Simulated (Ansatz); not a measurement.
# CuO (Cc) in Ansatz: single point with PBE

Aim: the single point of CuO with PBE.

All numbers are computed with Ansatz 0.2.0; they aren't measurements. Logs are shortened: lines on timing, memory, paths and dates and some standing lists are left out, and cuts for length are marked.

## Step 1: The structure

It takes space group Cc (No. 9, monoclinic). The conventional cell has a = 4.689 Å, b = 3.427 Å, c = 5.132 Å, α = 90.00°, β = 99.65°, γ = 90.00°. Cu (site symmetry 1) has 4 O at 1.91 to 2.02 Å as nearest neighbours. O (site symmetry 1) has 4 Cu at 1.91 to 2.02 Å as nearest neighbours.

## Step 2: Single point, PBE

input.yaml

```yaml
crystal:
  lattice:
    - [2.34464976, -1.71339982, 0.0]
    - [2.34464976, 1.71339982, 0.0]
    - [-0.86054991, 0.0, 5.05943948]
  atoms:
    - { symbol: Cu, position: [0.0032, 0.4968, 0.0] }
    - { symbol: Cu, position: [0.4968, 0.0032, 0.5] }
    - { symbol: O, position: [0.5714, 0.4056, 0.2537] }
    - { symbol: O, position: [0.4056, 0.5714, 0.7537] }
kpoints:
  mp_grid: { grid: [6, 6, 3] }
scf:
  occupations: { method: fermi_dirac, width: 0.03 }
hamiltonian:
  xc: pbe
  pseudopotentials: { kind: all_electron, lapw: { basis_error: 0.002 } }
output:
  forces: true
  stress: true
  eigenvalues: true
```

Potentials or basis: all-electron LAPW, scalar-relativistic.

On the command line:

```bash
$ ansatz run input.yaml --threads 2 --pin off --max-ram 6144MiB --backend cpu --events-out ev --progress --plain --runs-dir out
```

What it wrote:

```text
Warning: RAYON_NUM_THREADS=2 ignored (pool sized by the plan → 2); use --threads N
LAPW: plane waves up to 10.580 Å⁻¹, error target 2.0e-3 eV per atom; small_component_spin mean_spin; O in spheres of 0.853 Å, 8 of its electrons in bands, Dirac shells []; Cu in spheres of 1.055 Å, 19 of its electrons in bands, Dirac shells [] (how accurate: hamiltonian.pseudopotentials.lapw.basis_error, Limitations)
Engine: ansatz 0.2.0, aarch64-unknown-linux-gnu
Pseudopotentials: kind: all_electron
Pseudopotential: Cu, LAPW, valence charge 19, lapw/all_electron/scalar/gaussian/Cu, Koelling and Harmon's equation, gaussian nucleus
Pseudopotential: O, LAPW, valence charge 8, lapw/all_electron/scalar/gaussian/O, Koelling and Harmon's equation, gaussian nucleus
Functional definition: PBE
  parameter kappa = 0.804
  parameter beta = 0.06672455060314922
  exchange = pbe_x(kappa = kappa, mu = beta*pi^2/3)
  correlation = pbe_c(beta = beta)
Crystal: 4 atoms, lattice volume = 40.651 Å³
Basis set: ecut = 426.47992310071965 eV, 809 PW (Γ), exchange–correlation at level 2
Bands: 33, of which v1, the nominal top of the filled ones, is band 27 counted from 1 (26 counted from 0)
Symmetry: 2 space group operations
Space group: Cc (ITA 9), of the structure as read, at distance tolerance 3.4e-5 Å
k-points: 34 of 108 (time reversal used)
Non-local potential: Cu, projectors of the file, none
Non-local potential: O, projectors of the file, none
Initial density: superposition of atomic densities (chi_scale 0.1, normalization cell, long waves kept (reshape's long-wave potential 0.00 eV rms))
Initial wavefunctions: plane waves of lowest kinetic energy (no species holds an atomic orbital)
Functional: x = pbe(κ = 0.804, μ = 0.2195149727645171), c = pbe(β = 0.06672455060314922)
iter 1 solved again at ethr=2.32e-2 eV; its pass at ethr=1.00e-1 eV (dr2=1.25e1 eV) is discarded
SCF iter   1: F=—  HF=-94168.546890 eV  |F-HF|=—  |Δ(HF+E_count)|=         —  Δρ=1.66e-1  dr2=1.25e1  ethr=2.32e-2  ⟨swp⟩=2.0  Hψ=7231  notcnv=0
preconditioner: auto → Kerker (q_TF=auto, 2.861 Å⁻¹)  [metal: Δε(μ)=0.049 eV  Ē_g=11.933 eV  σ=0.030 eV  W_gap=0.39  n_scr=20 (ndim 8)  ℏωp=34.0 eV  f_vac=0.000  D(μ)=3.52/eV (n_scr^D=40)]
SCF iter   2: F=—  HF=-94168.622071 eV  |F-HF|=—  |Δ(HF+E_count)|=   7.52e-2  Δρ=8.75e-2  dr2=2.59e0  ethr=2.32e-2  ⟨swp⟩=2.8  Hψ=3430  notcnv=0
SCF iter   3: F=—  HF=-94162.593477 eV  |F-HF|=—  |Δ(HF+E_count)|=    6.03e0  Δρ=3.54e-2  dr2=6.71e-1  ethr=4.80e-3  ⟨swp⟩=3.0  Hψ=3650  notcnv=0
SCF iter   4: F=—  HF=-94162.445536 eV  |F-HF|=—  |Δ(HF+E_count)|=         —  Δρ=1.63e-2  dr2=1.48e-1  ethr=1.24e-3  ⟨swp⟩=2.0  Hψ=3429  notcnv=0
the basis was enlarged: its passes take 483.9 KiB over the memory plan, 2 of 2 planned eigensolver slots
iter 5 solved again at ethr=1.33e-5 eV; its pass at ethr=2.74e-4 eV (dr2=7.19e-3 eV) is discarded
SCF iter   5: F=—  HF=-94162.427762 eV  |F-HF|=—  |Δ(HF+E_count)|=   1.78e-2  Δρ=4.66e-3  dr2=7.18e-3  ethr=1.33e-5  ⟨swp⟩=2.0  Hψ=5726  notcnv=0
SCF iter   6: F=—  HF=-94162.427483 eV  |F-HF|=—  |Δ(HF+E_count)|=   2.79e-4  Δρ=1.61e-3  dr2=6.62e-4  ethr=1.33e-5  ⟨swp⟩=2.0  Hψ=3362  notcnv=0
SCF iter   7: F=—  HF=-94162.427573 eV  |F-HF|=—  |Δ(HF+E_count)|=   9.04e-5  Δρ=5.70e-4  dr2=1.74e-4  ethr=1.23e-6  ⟨swp⟩=2.0  Hψ=3244  notcnv=0
SCF iter   8: F=—  HF=-94162.427585 eV  |F-HF|=—  |Δ(HF+E_count)|=   1.23e-5  Δρ=1.81e-4  dr2=1.57e-5  ethr=3.22e-7  ⟨swp⟩=2.0  Hψ=3246  notcnv=0
SCF iter   9: F=—  HF=-94162.427590 eV  |F-HF|=—  |Δ(HF+E_count)|=   5.17e-6  Δρ=7.63e-5  dr2=2.82e-6  ethr=2.91e-8  ⟨swp⟩=3.0  Hψ=3391  notcnv=0
SCF iter  10: F=—  HF=-94162.427590 eV  |F-HF|=—  |Δ(HF+E_count)|=   4.60e-7  Δρ=1.66e-5  dr2=1.17e-7  ethr=5.23e-9  ⟨swp⟩=2.0  Hψ=3244  notcnv=0
SCF iter  11: F=—  HF=-94162.427590 eV  |F-HF|=—  |Δ(HF+E_count)|=   9.27e-8  Δρ=1.31e-5  dr2=7.04e-8  ethr=2.18e-10  ⟨swp⟩=3.0  Hψ=3341  notcnv=0
SCF iter  12: F=-94162.427590 eV  HF=-94162.427590 eV  |F-HF|=8.73e-11  |Δ(HF+E_count)|=   9.29e-8  Δρ=2.33e-6  dr2=2.12e-9  ethr=1.30e-10  ⟨swp⟩=2.0  Hψ=3244  notcnv=0
SCF 1 converged in 12 iterations: F = -94162.427590 eV  dr2 = 2.12e-9
SCF converged after 12 iterations
Free energy (F): -94162.427590 eV
Harris-Foulkes:  -94162.427590 eV  (|F-HF|=8.73e-11)
Internal energy: -94162.419466 eV  (E = F + TS)
E sigma→0 (E₀):  -94162.423528 eV
Entropy (-TS):   -0.008124 eV (-2.031 meV/atom)
Fermi energy:    12.173507 eV
--- Per-component energies (eV) ---
  E_band       = -2837.825152
  E_kinetic    = 95707.735318
  E_xc         = -4144.320417
  E_electrostatic = -185725.834367  (all electrons and nuclei)
  E_smearing   = -0.008124  (= −TS)
  E_closure    = 0.000000  (closes the sum)
  E_atoms      = -94142.871920  (free atoms, spherical and without spin; not in F)
  Σ components = -94162.427590   (vs F -94162.427590, Δ=0.00e0)
  Basis errors (estimates in eV, not in F): energy 8.9e-4 per atom: plane waves 8.0e-4 (4.7e-4 summed), levels above the bands 5.4e-177, relativity 3.0e-7, radial functions 8.3e-5, core shells 1.1e-8; eigenvalues (radial functions only) 1.2e-5; not estimated: angular momenta, meshes, grids; target (lapw.basis_error) 2.0e-3; muffin-tin radii O 0.853 Å, Cu 1.055 Å
--- Forces (eV/Å), atoms counted from 1 ---
  atom   1  Cu    -0.59488189     0.35634914     0.24097495
  atom   2  Cu    -0.59488189    -0.35634914     0.24097495
  atom   3  O      0.59488395     0.29691221    -0.24097443
  atom   4  O      0.59488395    -0.29691221    -0.24097443
  max |Σ_I F_I| component: 4.12e-6 eV/Å
--- Stress (GPa, compression-positive) ---
        5.403371       0.000000      -1.823079
        0.000000       6.598538       0.000000
       -1.823079       0.000000       5.178269
  P = ⅓ Tr σ = 5.7267 GPa (57.267 kbar)
--- Band table (eV; the first three rows and the last of 34) ---
  k-point 0: bands = ["-494.5363", "-494.5363", "-100.4521", "-100.4514", "-57.9747", "-57.9746", "-57.9490", "-57.9402", "-57.5630", "-57.5625", "-7.8089", "-6.4880", "3.9687", "6.5772", "6.9392", "8.7454", "8.8224", "8.8959", "9.0781", "9.3682", "9.4486", "9.6118", "9.8138", "9.9196", "10.0001", "10.4896", "12.3553", "13.0588", "13.8080", "18.1339", "20.2437", "25.4381", "27.7620"]
  k-point 1: bands = ["-494.5363", "-494.5363", "-100.4519", "-100.4516", "-57.9746", "-57.9746", "-57.9468", "-57.9424", "-57.5629", "-57.5627", "-7.5226", "-6.8698", "4.9573", "6.7987", "6.8905", "7.3801", "8.2002", "8.2420", "9.2697", "9.3943", "9.6974", "9.7061", "9.8385", "10.1059", "10.4301", "10.5737", "12.2837", "12.6858", "15.0615", "16.9245", "22.1759", "25.2237", "26.3266"]
  k-point 2: bands = ["-494.5363", "-494.5363", "-100.4519", "-100.4513", "-57.9779", "-57.9747", "-57.9483", "-57.9406", "-57.5652", "-57.5627", "-7.6298", "-6.4325", "4.2599", "6.5186", "6.8689", "7.2917", "8.4192", "8.7901", "9.1526", "9.4446", "9.6041", "9.8436", "9.9277", "10.1380", "10.1975", "10.4971", "12.1291", "12.8544", "14.7953", "19.2338", "19.6128", "23.5154", "26.5000"]
  k-point 33: bands = ["-494.5363", "-494.5363", "-100.4505", "-100.4504", "-57.9884", "-57.9865", "-57.9451", "-57.9423", "-57.5717", "-57.5703", "-6.4533", "-6.2782", "5.1194", "5.8869", "6.4584", "6.5808", "6.9401", "7.5211", "9.2076", "9.6766", "9.8741", "9.9073", "10.2594", "10.3268", "10.8145", "10.8497", "11.3879", "12.3700", "16.4189", "18.3075", "20.5356", "21.6172", "24.6465"]
```

Wall time 20 s (2 threads of Arm Neoverse V2, shared host); peak memory 0.37 GiB.

What came out:

* Free energy: -94162.4276 eV
* Pressure: 5.7 GPa
* Largest force: 0.734 eV/Å
* Band gap on the k mesh: none (metal or under the smearing width)

Forces on the atoms (eV/Å):
```
Cu  -0.595  0.356  0.241
Cu  -0.595 -0.356  0.241
O    0.595  0.297 -0.241
O    0.595 -0.297 -0.241
```

Caveat: the k mesh is coarse (spacing up to 0.41 Å⁻¹), so the values aren't converged; the k mesh is thin for a metal, which can move the energy by tens of meV per atom; the run has no spin polarisation, though such a crystal can be magnetic; semilocal functionals often make such compounds metallic where correlation or magnetic order opens a gap, which also shifts bond lengths.
